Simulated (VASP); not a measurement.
# GaN in VASP: further runs

One slab, GaN, is run at these levels: PBEsol; tasks: work function.

Program: VASP 6.6.1. These are calculated values, not measurements. Logs are shortened: lines on timing, memory, paths and dates and some standing lists are left out, and cuts for length are marked.

## (1) The slab as given

The cell holds a slab with vacuum, 20 atoms: a = 3.180 Å, b = 5.166 Å, c = 21.934 Å, α = 90.00°, β = 90.00°, γ = 90.00°.

## (2) Work function, PBEsol

Contents of INCAR:

```
  ALGO = Normal
  DIPOL = 0.5 0.5 0.500
  EDIFF = 1E-6
  ENCUT = 520
  GGA = PS
  IDIPOL = 3
  ISIF = 2
  ISMEAR = 0
  KPAR = 8
  LASPH = T
  LCHARG = T
  LDIPOL = T
  LREAL = F
  LVACPOTAV = T
  LVHAR = T
  LWAVE = F
  NELM = 80
  PREC = Accurate
  SIGMA = 0.05
```

Contents of KPOINTS:

```
k-points
0
Gamma
  8 6 1
```

Contents of POSCAR:

```
GaN
1.0
    3.1800000000      0.0000000000      0.0000000000
    0.0000000000      5.1660000000      0.0000000000
    0.0000000000      0.0000000000     21.9338300624
Ga N
10 10
Direct
    0.0000000000      0.0000000000      0.2279583632
    0.4999999999      0.5000000000      0.2698109227
    0.5000000000      0.0000000000      0.3535160417
    0.9999999999      0.5000000000      0.3953686013
    0.0000000000      0.0000000000      0.4790737203
    0.4999999999      0.5000000000      0.5209262797
    0.5000000000      0.0000000000      0.6046313987
    0.9999999999      0.5000000000      0.6464839583
    1.0000000000      0.0000000000      0.7301890773
    0.4999999999      0.5000000000      0.7720416368
    0.0000000000      0.3750000000      0.2279583632
    0.4999999999      0.8750000000      0.2698109227
    0.5000000000      0.3750000000      0.3535160417
    0.9999999999      0.8750000000      0.3953686013
    0.0000000000      0.3750000000      0.4790737203
    0.4999999999      0.8750000000      0.5209262797
    0.5000000000      0.3750000000      0.6046313987
    0.9999999999      0.8750000000      0.6464839583
    1.0000000000      0.3750000000      0.7301890773
    0.4999999999      0.8750000000      0.7720416368
```

Potentials or basis: VASP PAW PBE potentials, release 64 (Ga_d, N).

On the command line:

```console
$ cat potpaw_PBE.64/Ga_d/POTCAR potpaw_PBE.64/N/POTCAR > POTCAR
$ mpirun -np 8 vasp_std > vasp.out
```

OUTCAR:

```text
EDIFF = 1E-6
   ENCUT = 520
   GGA = PS
   ISIF = 2
   ISMEAR = 0
   LASPH = T
   LREAL = F
   NELM = 80
   PREC = Accurate

 ion  position               nearest neighbor table
   1  0.000  0.000  0.228-  11 1.94  12 1.95  12 1.95
   2  0.500  0.500  0.270-  12 1.94  13 1.95  11 1.95  11 1.95
   3  0.500  0.000  0.354-  13 1.94  12 1.95  14 1.95  14 1.95
   4  1.000  0.500  0.395-  14 1.94  15 1.95  13 1.95  13 1.95
   5  0.000  0.000  0.479-  15 1.94  16 1.95  16 1.95  14 1.95
   6  0.500  0.500  0.521-  16 1.94  15 1.95  15 1.95  17 1.95
   7  0.500  0.000  0.605-  17 1.94  16 1.95  18 1.95  18 1.95
   8  1.000  0.500  0.646-  18 1.94  19 1.95  17 1.95  17 1.95
   9  0.000  0.000  0.730-  19 1.94  18 1.95  20 1.95  20 1.95
  10  0.500  0.500  0.772-  20 1.94  19 1.95  19 1.95
  11  0.000  0.375  0.228-   1 1.94   2 1.95   2 1.95
  12  0.500  0.875  0.270-   2 1.94   3 1.95   1 1.95   1 1.95
  13  0.500  0.375  0.354-   3 1.94   2 1.95   4 1.95   4 1.95
  14  1.000  0.875  0.395-   4 1.94   5 1.95   3 1.95   3 1.95
  15  0.000  0.375  0.479-   5 1.94   6 1.95   6 1.95   4 1.95
  16  0.500  0.875  0.521-   6 1.94   5 1.95   5 1.95   7 1.95
  17  0.500  0.375  0.605-   7 1.94   6 1.95   8 1.95   8 1.95
  18  1.000  0.875  0.646-   8 1.94   9 1.95   7 1.95   7 1.95
  19  0.000  0.375  0.730-   9 1.94   8 1.95  10 1.95  10 1.95
  20  0.500  0.875  0.772-  10 1.94   9 1.95   9 1.95

  LATTYP: Found a simple orthorhombic cell.
 ALAT       =     3.1800000000
 B/A-ratio  =     1.6245283019
 C/A-ratio  =     6.8974308372

  Lattice vectors:

 A1 = (   3.1800000000,   0.0000000000,   0.0000000000)
 A2 = (   0.0000000000,   5.1660000000,   0.0000000000)
 A3 = (   0.0000000000,   0.0000000000,  21.9338300624)

Analysis of symmetry for initial positions (statically):
=====================================================================
 Subroutine PRICEL returns:
 Original cell was already a primitive cell.

 Routine SETGRP: Setting up the symmetry group for a
 simple orthorhombic supercell.

 Subroutine GETGRP returns: Found  4 space group operations
 (whereof  2 operations were pure point group operations)
 out of a pool of  8 trial point group operations.

The static configuration has the point symmetry C_1h.
 The point group associated with its full space group is C_2v.

Analysis of symmetry for dynamics (positions and initial velocities):
=====================================================================
 Subroutine PRICEL returns:
 Original cell was already a primitive cell.

 Routine SETGRP: Setting up the symmetry group for a
 simple orthorhombic supercell.

 Subroutine GETGRP returns: Found  4 space group operations
 (whereof  2 operations were pure point group operations)
 out of a pool of  8 trial point group operations.

The dynamic configuration has the point symmetry C_1h.
 The point group associated with its full space group is C_2v.

 Subroutine INISYM returns: Found  4 space group operations
 (whereof  2 operations are pure point group operations),
 and found     1 'primitive' translations

----------------------------------------------------------------------------------------

                                     Primitive cell

  volume of cell :     360.3263

  direct lattice vectors                    reciprocal lattice vectors
     3.180000000  0.000000000  0.000000000     0.314465409  0.000000000  0.000000000
     0.000000000  5.166000000  0.000000000     0.000000000  0.193573364  0.000000000
     0.000000000  0.000000000 21.933830062     0.000000000  0.000000000  0.045591673

  length of vectors
     3.180000000  5.166000000 21.933830062     0.314465409  0.193573364  0.045591673

  position of ions in fractional coordinates (direct lattice)
     0.000000000  0.000000000  0.227958363
     0.500000000  0.500000000  0.269810923
     0.500000000  0.000000000  0.353516042
     1.000000000  0.500000000  0.395368601
     0.000000000  0.000000000  0.479073720
     0.500000000  0.500000000  0.520926280
[... 12 lines left out ...]
     0.000000000  0.375000000  0.730189077
     0.500000000  0.875000000  0.772041637

  ion indices of the primitive-cell ions
   primitive index   ion index
                 1           1
                 2           2
                 3           3
                 4           4
                 5           5
                 6           6
[... 12 lines left out ...]
                19          19
                20          20

----------------------------------------------------------------------------------------

 KPOINTS: k-points

Automatic generation of k-mesh.
 Grid dimensions read from file:
 generate k-points for:    8    6    1

 Generating k-lattice:

  Cartesian coordinates                     Fractional coordinates (reciprocal lattice)
     0.039308176  0.000000000  0.000000000     0.125000000  0.000000000  0.000000000
     0.000000000  0.032262227  0.000000000     0.000000000  0.166666667  0.000000000
     0.000000000  0.000000000  0.045591673     0.000000000  0.000000000  1.000000000

  Length of vectors
     0.039308176  0.032262227  0.045591673

  Shift w.r.t. Gamma in fractional coordinates (k-lattice)
     0.000000000  0.000000000  0.000000000

 Subroutine IBZKPT returns following result:
 ===========================================

 Found     20 irreducible k-points:

 Following reciprocal coordinates:
            Coordinates               Weight
  0.000000  0.000000  0.000000      1.000000
  0.125000  0.000000  0.000000      2.000000
  0.250000  0.000000  0.000000      2.000000
  0.375000  0.000000  0.000000      2.000000
  0.500000  0.000000  0.000000      1.000000
  0.000000  0.166667  0.000000      2.000000
[... 12 lines left out ...]
  0.375000  0.500000  0.000000      2.000000
  0.500000  0.500000  0.000000      1.000000
   k-points           NKPTS =     20   k-points in BZ     NKDIM =     20   number of bands    NBANDS=    108
   number of dos      NEDOS =    301   number of ions     NIONS =     20
   total plane-waves  NPLWV = 161280
   dimension x,y,z NGX =    24 NGY =   40 NGZ =  168
   dimension x,y,z NGXF=    48 NGYF=   80 NGZF=  336
   ions per type =              10  10
   NGX,Y,Z   is equivalent  to a cutoff of  12.55, 12.87, 12.73 a.u.
   NGXF,Y,Z  is equivalent  to a cutoff of  25.09, 25.74, 25.47 a.u.
 SYSTEM =  unknown system
   PREC   = accura    normal or accurate (medium, high low for compatibility)
   ISTART =      0    job   : 0-new  1-cont  2-samecut
   ICHARG =      2    charge: 1-file 2-atom 10-const
   ISPIN  =      1    spin polarized calculation?
   LNONCOLLINEAR =      F non collinear calculations
   LSORBIT =      F    spin-orbit coupling
   LASPH  =      T    aspherical Exc in radial PAW
   ENCUT  =  520.0 eV  38.22 Ry    6.18 a.u.   5.91  9.61 40.78*2*pi/ulx,y,z
   NELM   =     80;   NELMIN=  2; NELMDL= -5     # of ELM steps
   EDIFF  = 0.1E-05   stopping-criterion for ELM
   LREAL  =      F    real-space projection
   EDIFFG = 0.1E-04   stopping-criterion for IOM
   NSW    =      0    number of steps for IOM
   IBRION =     -1    ionic relax: 0-MD 1-quasi-New 2-CG
   NFREE  =      0    steps in history (QN), initial steepest desc. (CG)
   ISIF   =      2    stress and relaxation
   ISYM   =      2    0-nonsym 1-usesym 2-fastsym
   POTIM  = 0.5000    time-step for ionic-motion
   TEBEG  =    0.0;   TEEND  =   0.0 temperature during run
   PSTRESS=    0.0 pullay stress
   NELECT =     180.0000    total number of electrons
   NUPDOWN=      -1.0000    fix difference up-down
   EMIN   =  10.00;   EMAX   =-10.00  energy-range for DOS
   EFERMI =   0.00;   METHOD = LEGACY
   ISMEAR =     0;   SIGMA  =   0.05  broadening in eV -4-tet -1-fermi 0-gaus
   EFERMI_NEDOS =   21; number of points for ismear=-14 and -15
   IALGO  =     38    algorithm
   IMIX   =      4    mixing-type and parameters
     AMIX     =   0.40;   BMIX     =  1.00
     AMIX_MAG =   1.60;   BMIX_MAG =  1.00
  volume/ion in A,a.u.               =      18.02       121.58
  Fermi-wavevector in a.u.,A,eV,Ry     =   1.298974  2.454704 22.957552  1.687332
  Thomas-Fermi vector in A             =   2.430267
   LORBIT       =      0    0 simple, 1 ext, 2 COOP (PROOUT), +10 PAW based schemes
   GGA     = PS    functional components
   LHFCALC =     F    Hartree Fock is set to
   AEXX    =    0.0000 exact exchange contribution
   IVDW    =     0    specifies the selected vdW correction
   LEPSILON=     F    determine dielectric tensor
   LRPA    =     F    only Hartree local field effects (RPA)
 non-spin polarized calculation
 Gauss-broadening in eV      SIGMA  =   0.05
  energy-cutoff  :      520.00
  volume of cell :      360.33
 maximum number of plane-waves:      9752
 NGX is ok and might be reduce to    24
   NGX = 11   NGY = 19   NGZ = 81

 dipolmoment           0.000000      0.000000     -0.000000 electrons x Angstroem

 number of electron     179.9999975 magnetization

 dipolmoment           0.000000      0.000000      0.000000 electrons x Angstroem

 Free energy of the ion-electron system (eV)
  ---------------------------------------------------
  ext. energy  EPLUGINS =         0.00000000
  ---------------------------------------------------
  free energy    TOTEN  =      -126.64742694 eV

  energy without entropy =     -126.64742694  energy(sigma->0) =     -126.64742694

 E-fermi :   1.9525     XC(G=0):  -8.2149

 val. band max:        1.6713960621   @ k =   0.0000   0.0000   0.0000
 cond. band min:       2.2806363530   @ k =   0.0000   0.0000   0.0000
 fundamental gap:      0.6092402909
 Fermi energy:         1.9524644200

 k-point     1 :       0.0000    0.0000    0.0000
  band No.  band energies     occupation
      1     -14.8344      2.00000
      2     -14.6043      2.00000
      3     -14.3629      2.00000
      4     -14.1505      2.00000
      5     -13.9906      2.00000
      6     -13.8884      2.00000
[... 94 lines left out ...]
    101       7.0445      0.00000
    102       7.1975      0.00000

 k-point     2 :       0.1250    0.0000    0.0000
  band No.  band energies     occupation
      1     -14.7266      2.00000
      2     -14.5228      2.00000
      3     -14.3100      2.00000
      4     -14.1134      2.00000
      5     -13.9561      2.00000
      6     -13.8647      2.00000
[... 1984 lines left out ...]
    101       7.0993      0.00000
    102       7.0993      0.00000
 [bands above 102 left out]

------------------------ aborting loop because EDIFF is reached ----------------------------------------

  FORCE on cell =-STRESS in cart. coord.  units (eV):
  Direction    XX          YY          ZZ          XY          YZ          ZX
  --------------------------------------------------------------------------------------
  -------------------------------------------------------------------------------------
  Total       -1.1117449     -5.3948449     -1.5741672      0.0000000      0.0000000      0.0000000
  in kB       -4.9433315    -23.9879727     -6.9994749      0.0000000      0.0000000      0.0000000
  external PRESSURE =     -11.9769264 kB  Pullay stress =       0.0000000 kB

 VOLUME and BASIS-vectors are now :
 -----------------------------------------------------------------------------
  energy-cutoff  :      520.00
  volume of cell :      360.33
      direct lattice vectors                 reciprocal lattice vectors
     3.180000000  0.000000000  0.000000000     0.314465409  0.000000000  0.000000000
     0.000000000  5.166000000  0.000000000     0.000000000  0.193573364  0.000000000
     0.000000000  0.000000000 21.933830062     0.000000000  0.000000000  0.045591673

 POSITION                                       TOTAL-FORCE (eV/Angst)
 -----------------------------------------------------------------------------------
      0.00000      0.00000      5.00000         0.000000      1.986729      1.550044
      1.59000      2.58300      5.91799         0.000000     -1.319077     -1.504921
      1.59000      0.00000      7.75396         0.000000      0.382183      0.234901
      3.18000      2.58300      8.67195         0.000000     -0.338519     -0.156723
      0.00000      0.00000     10.50792         0.000000     -0.088563      0.080153
      1.59000      2.58300     11.42591         0.000000     -0.088563     -0.080153
[... 12 lines left out ...]
      0.00000      1.93725     16.01584         0.000000     -0.385522      1.060054
      1.59000      4.52025     16.93383         0.000000     -0.633167     -0.421772
 -----------------------------------------------------------------------------------
    total drift:                                0.000001     -0.000114     -0.000001

  FREE ENERGIE OF THE ION-ELECTRON SYSTEM (eV)
  ---------------------------------------------------
  free  energy   TOTEN  =      -126.6474269430 eV

  energy  without entropy=     -126.6474269430  energy(sigma->0) =     -126.64742694

 vacuum level on the upper side and lower side of the slab         6.799         6.799
```

Run time: 4.3 min. Hardware: 8 MPI ranks of Intel Xeon Platinum 8559C (Emerald Rapids), shared host; peak memory 0.75 GiB.

Results:

* Free energy: -126.6474 eV
* Largest force: 2.520 eV/Å
* Band gap on the k mesh: 0.61 eV, direct
* Ionisation potential of the upper face: 5.13 eV

Forces on the atoms (eV/Å):
```
Ga   0.000  1.987  1.550
Ga   0.000 -1.319 -1.505
Ga   0.000  0.382  0.235
Ga   0.000 -0.339 -0.157
Ga   0.000 -0.089  0.080
Ga   0.000 -0.089 -0.080
Ga   0.000 -0.339  0.157
Ga   0.000  0.382 -0.235
Ga   0.000 -1.319  1.505
Ga   0.000  1.987 -1.550
N    0.000 -0.633  0.422
N    0.000 -0.386 -1.060
N    0.000  0.165  0.590
N    0.000  0.102 -0.226
N    0.000  0.129  0.153
N    0.000  0.129 -0.153
N    0.000  0.102  0.226
N    0.000  0.165 -0.590
N    0.000 -0.386  1.060
N    0.000 -0.633 -0.422
```

Caveat: the PAW data sets were made with another functional, which shifts forces and pressure a little.

(Part 1 of 2 ends here.)
